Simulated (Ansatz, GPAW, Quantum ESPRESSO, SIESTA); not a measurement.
# One calculation of Te, 6 ways

```
Te
1.0
     4.45400    0.00000    0.00000
    -2.22700    3.85728    0.00000
     0.00000    0.00000    5.92400
Te
3
Cartesian
  1.6279 2.8197 0.0000
  -0.5991 1.0376 3.9493
  1.1981 0.0000 1.9747
```

Alike in all runs: task band structure; functional PBEsol; k mesh 7 × 7 × 5; occupations fermi-dirac, width 0.05 eV; no spin polarisation; no spin-orbit coupling. Pressure is positive in compression and, in plane waves, holds the error of the finite cutoff, which Ansatz's Pulay term estimates and takes out.

```csv
program and potentials,plane-wave cutoff (eV),notes,band gap (eV),pressure (GPa),largest force (eV/Å)
"Ansatz, Ansatz PAW",420,"potentials made for PBE, which Ansatz adapts in part; 16 valence electrons an atom on average; Pulay term of +0.03 GPa included",0.59,-0.95,0.103
"Ansatz, all-electron LAPW, scalar-relativistic",-,-,0.60,-0.94,0.099
"GPAW, PAW data sets generated for this functional",600,6 valence electrons an atom on average,0.59,-1.33,0.066
"Quantum ESPRESSO, PseudoDojo 0.4.1 SR PBEsol standard",1088,16 valence electrons an atom on average,0.58,-0.83,0.153
"SIESTA, files PseudoDojo sr-pbesol-0.4.1-standard, DZP (energy shift 0.003 Ry; two zetas on semicore shells)",-,atomic basis; 16 valence electrons an atom on average,0.56,0.39,0.582
"Quantum ESPRESSO, GBRV 1.5 PBEsol",612,6 valence electrons an atom on average,?,?,?
```

Estimate from the other rows what the run with Quantum ESPRESSO, GBRV 1.5 PBEsol gave.

Band gap 0.58 eV; pressure -0.97 GPa; largest force 0.196 eV/Å. The other rows, which needn't bracket it: band gap 0.56 to 0.60; pressure -1.33 to 0.39; largest force 0.066 to 0.582.
